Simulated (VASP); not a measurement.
Set up this calculation in VASP 6.6.1, as the native input.

```yaml
Task: relaxation of cell and atoms
Functional: PBEsol
Potentials_or_basis: VASP PAW PBE potentials, release 64 (Hg, Se)
Cutoff: 600 eV
k_mesh: 10 × 10 × 10
Occupations: gaussian, width 0.03 eV
Spin: no spin polarisation
Further_INCAR_settings: ALGO = Normal; EDIFF = 1e-07; IBRION = 2; EDIFFG = -0.005; NSW = 90; ISIF = 3
```

The structure of HgSe lies in POSCAR:

```
HgSe                                    
1.0
    0.0000000000      3.0728100868      3.0728100868
    3.0728100868     -0.0000000000      3.0728100868
    3.0728100868      3.0728100868     -0.0000000000
  Hg              Se            
     1     1
Direct
     0.0000000000000000    0.0000000000000000    0.0000000000000000
     0.2500000000000000    0.2500000000000000    0.2500000000000000
```

One way to write it, as run:

INCAR

```
PREC = Accurate ; ENCUT = 600
EDIFF = 1E-7 ; ISMEAR = 0
SIGMA = 0.03 ; LREAL = F
LASPH = T ; NELM = 80
ALGO = Normal ; ISIF = 3
LWAVE = F ; LCHARG = F
GGA = PS ; IBRION = 2
NSW = 90 ; EDIFFG = -0.005
KPAR = 4
```

KPOINTS

```
regular mesh
0
Gamma
  10 10 10
```

Potentials or basis: VASP PAW PBE potentials, release 64 (Hg, Se).

The run is started by

```console
$ cat potpaw_PBE.64/Hg/POTCAR potpaw_PBE.64/Se/POTCAR > POTCAR
$ mpirun -np 4 vasp_std > vasp.out
```

Results of the run:

```json
{"Pressure after relaxing": "0.0 GPa", "Band gap on the k mesh": "none (metal or under the smearing width)"}
```

Caveat: the relaxation stopped at its first step, so nothing moved; the PAW data sets were made with another functional, which shifts forces and pressure a little.

Run time: 11 s on 4 MPI ranks on Intel(R) Xeon(R) Platinum 8375C CPU @ 2.90GHz (Ice Lake), with other jobs on the host, peak memory 0.23 GiB a rank.
